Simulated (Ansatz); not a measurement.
The structure comes from a relaxation in the same program, started in the rocksalt type, and has space group Fm-3m. Whether it is a known phase or the ground state wasn't checked.

An input for LiBr and the output that it gave: DFT, PBE, all-electron PAW with datasets made for the crystal, scalar-relativistic (Ansatz 0.2.0).

```yaml
crystal:
  lattice:
    - [0.0, 2.7547921786, 2.7547921786]
    - [2.7547921786, 0.0, 2.7547921786]
    - [2.7547921786, 2.7547921786, 0.0]
  atoms:
    - { symbol: Li, position: [0.0, 0.0, 0.0] }
    - { symbol: Br, position: [0.5, 0.5, 0.5] }
kpoints:
  mp_grid: { grid: [12, 12, 12] }
  band_path:
    path:
      - [0.0, 0.0, 0.0]
      - [0.5, 0.0, 0.5]
      - [0.625, 0.25, 0.625]
      - [0.375, 0.375, 0.75]
      - [0.0, 0.0, 0.0]
      - [0.5, 0.5, 0.5]
      - [0.5, 0.25, 0.75]
      - [0.5, 0.0, 0.5]
    npoints: 8
scf:
  occupations: { method: fermi_dirac, width: 0.08 }
hamiltonian:
  xc: pbe
  pseudopotentials: { kind: all_electron, datasets: crystal }
output:
  forces: true
  stress: true
  eigenvalues: true
  efg: { contact_densities: true }
```

What the program printed:

```
hamiltonian.pseudopotentials.datasets: crystal makes datasets for this crystal and solves the spheres of its atoms anew in each pass: cutoff 180.0 eV, the density's 720.0 eV; for an error of 0.50 meV an atom under PBE, 1.0 meV for the cell; an energy difference from a run of another recipe may be off by several times the error for the cell, under r2SCAN by more, where some 0.1 meV an atom stays at smaller errors; Li in spheres of 1.376 Å, 1 of its electrons in bands, 2 on its site; Br in spheres of 1.376 Å, 7 of its electrons in bands; only band paths and densities of states list, in semicore columns, the levels of the semicore shells that are solved separately: 1s of Li
Engine: ansatz 0.2.0
Pseudopotentials: kind: all_electron
Pseudopotential: Li, paw, valence charge 3, recommended cutoff 180 eV (normal), Koelling and Harmon's equation, gaussian nucleus
Pseudopotential: Br, paw, valence charge 7, recommended cutoff 180 eV (normal), Koelling and Harmon's equation, gaussian nucleus
Functional definition: PBE
  parameter kappa = 0.804
  parameter beta = 0.06672455060314922
  exchange = pbe_x(kappa = kappa, mu = beta*pi^2/3)
  correlation = pbe_c(beta = beta)
Crystal: 2 atoms, lattice volume = 41.812 Å³
Basis set: ecut = 180 eV, 259 PW (Γ), exchange–correlation on 36×36×36 points (8 copies of the dense FFT grid, shifted against one another)
Bands: 8, of which v1, the nominal top of the filled ones, is band 4 counted from 1 (3 counted from 0)
Symmetry: 48 space group operations
Space group: Fm-3m (ITA 225), of the structure as read, at distance tolerance 3.5e-5 Å
k-points: 72 of 1728
Non-local potential: Li, projectors of the file, l = 0: 1, l = 1: 1
Non-local potential: Br, projectors of the file, l = 0: 2, l = 1: 1
PAW form: soft (Blöchl's): semilocal exchange-correlation on the pseudo side does not see the compensation charge
PAW one-centre angular grid: Li, 110 points (default); XC on its mesh's 2121 points in the sphere
PAW one-centre angular grid: Br, 110 points (default); XC on its mesh's 1905 points in the sphere
Initial density: superposition of atomic densities (neutral atoms: chi_scale 0, normalization atom)
Initial wavefunctions: pseudopotential atomic-orbital guess
Functional: x = pbe(κ = 0.804, μ = 0.2195149727645171), c = pbe(β = 0.06672455060314922)
iter 1 solved again at ethr=2.19e-3 eV; its pass at ethr=1.00e-1 eV (dr2=1.75e-1 eV) is discarded
SCF iter   1: F=—  HF=-71132.921209 eV  |F-HF|=—  |Δ(HF+E_count)|=         —  Δρ=1.44e-2  dr2=1.66e-1  ethr=2.19e-3  ⟨swp⟩=3.1  Hψ=3593  notcnv=0
preconditioner: auto → none  [insulator: Δε(μ)=4.970 eV  Ē_g=13.119 eV  σ=0.080 eV  W_gap=1.00  n_scr=8 (ndim 8)  ℏωp=16.2 eV  f_vac=0.000  D(μ)=0.00/eV (n_scr^D=0)  ε∞_Penn≈2.5]
iter 2 solved again at ethr=1.50e-4 eV; its pass at ethr=2.08e-3 eV (dr2=1.20e-2 eV) is discarded
SCF iter   2: F=—  HF=-71132.917820 eV  |F-HF|=—  |Δ(HF+E_count)|=   3.39e-3  Δρ=5.84e-3  dr2=1.21e-2  ethr=1.50e-4  ⟨swp⟩=2.0  Hψ=2405  notcnv=0
SCF iter   3: F=—  HF=-71132.930077 eV  |F-HF|=—  |Δ(HF+E_count)|=   1.23e-2  Δρ=1.65e-3  dr2=1.37e-3  ethr=1.50e-4  ⟨swp⟩=2.0  Hψ=1063  notcnv=0
SCF iter   4: F=—  HF=-71132.931802 eV  |F-HF|=—  |Δ(HF+E_count)|=   1.73e-3  Δρ=2.24e-4  dr2=1.99e-5  ethr=1.71e-5  ⟨swp⟩=3.0  Hψ=1161  notcnv=0
SCF iter   5: F=—  HF=-71132.931872 eV  |F-HF|=—  |Δ(HF+E_count)|=   7.02e-5  Δρ=9.53e-5  dr2=3.28e-6  ethr=2.49e-7  ⟨swp⟩=3.0  Hψ=1407  notcnv=0
SCF iter   6: F=-71132.931882 eV  HF=-71132.931882 eV  |F-HF|=1.44e-7  |Δ(HF+E_count)|=   1.01e-5  Δρ=6.78e-6  dr2=2.12e-8  ethr=4.10e-8  ⟨swp⟩=3.0  Hψ=1142  notcnv=0
SCF 1 converged in 6 iterations: F = -71132.931882 eV  dr2 = 2.12e-8
  Residual-converged pass: ⟨swp⟩=3.3  Hψ=1170  notcnv=0  max |occ|·‖R‖ = 5.2e-6 eV (tolerance 5.3e-6 eV)  dr2=2.16e-8  dr2_onsite=2.33e-8  max |Δocc| = 3.9e-17
  greatest PAW one-centre occupation: 0.907 electrons in one spin orbital (limit 2), on the Br atom at site 1 (counted from 0), in its partial waves of l = 0
NSCF: frozen V_eff on 57 k-points
SCF converged after 6 iterations
Free energy (F): -71132.931882 eV
Harris-Foulkes:  -71132.931882 eV  (|F-HF|=1.44e-7)
Internal energy: -71132.931882 eV  (E = F + TS)
E sigma→0 (E₀):  -71132.931882 eV
Past the cutoff: the bands carry plane waves up to 1.75 times it, of which those up to 1.5 times it add -0.000054 eV an atom, each by itself; the spheres take 0.000090 eV an atom off the energy for waves past 1.75 times it
By the cutoff:   a pressure is off by up to 0.005 GPa (1.2 times the spheres' own share and the shells' term, over an atom's volume, and 0.004 GPa: a bound that held against runs at twice the plane waves)
Past the cutoffs: a stress includes 0.0009 GPa for waves and charges beyond them, in addition to the slope of what the spheres take
In the spheres:  the bands' charges fall short by 1.7e-6 e at most (sound up to 1e-3), those of shells solved beside the bands by 6.9e-9 e (sound up to 5e-4)
Fermi energy:    6.097613 eV
--- Per-component energies (eV) ---
  The terms above E_closure are by the made datasets' own strengths, without shells solved beside the bands.
--- Forces (eV/Å), atoms counted from 1 ---
  atom   1  Li    -0.00000000     0.00000000     0.00000000
  atom   2  Br     0.00000000    -0.00000000    -0.00000000
  max |Σ_I F_I| component: 5.18e-30 eV/Å
--- Stress (GPa, compression-positive) ---
        0.014687       0.000000      -0.000000
        0.000000       0.014687      -0.000000
       -0.000000       0.000000       0.014687
  P = ⅓ Tr σ = 0.0147 GPa (0.147 kbar)
  It holds what live shells' own plane waves past their cutoff add
--- PAW observables at the nuclei: V_zz in 10²¹ V/m², potentials from the cell's mean, atoms counted from 1 ---
  atom   1  Li V_zz =    -0.000000   η = 0.0000   by run symmetry: forbidden
            electrostatic potential = -165.746841 V   contact ρ = 94.270782 e/Å³
  atom   2  Br V_zz =    +0.000000   η = 0.0000   by run symmetry: forbidden
            electrostatic potential = -4905.162451 V   contact ρ = 293310.657891 e/Å³
--- Band table (eV; the first three rows and the last of 72) ---
  k-point 0: bands = ["-9.9573", "3.4615", "3.4615", "3.4615", "8.3784", "13.9736"]
  k-point 1: bands = ["-9.9289", "3.1808", "3.4422", "3.4422", "8.6444", "13.5267"]
  k-point 2: bands = ["-9.8496", "2.5303", "3.3910", "3.3910", "9.1591", "13.0315"]
  k-point 71: bands = ["-9.3099", "1.3418", "1.3418", "2.3320", "11.4570", "12.0240"]
```
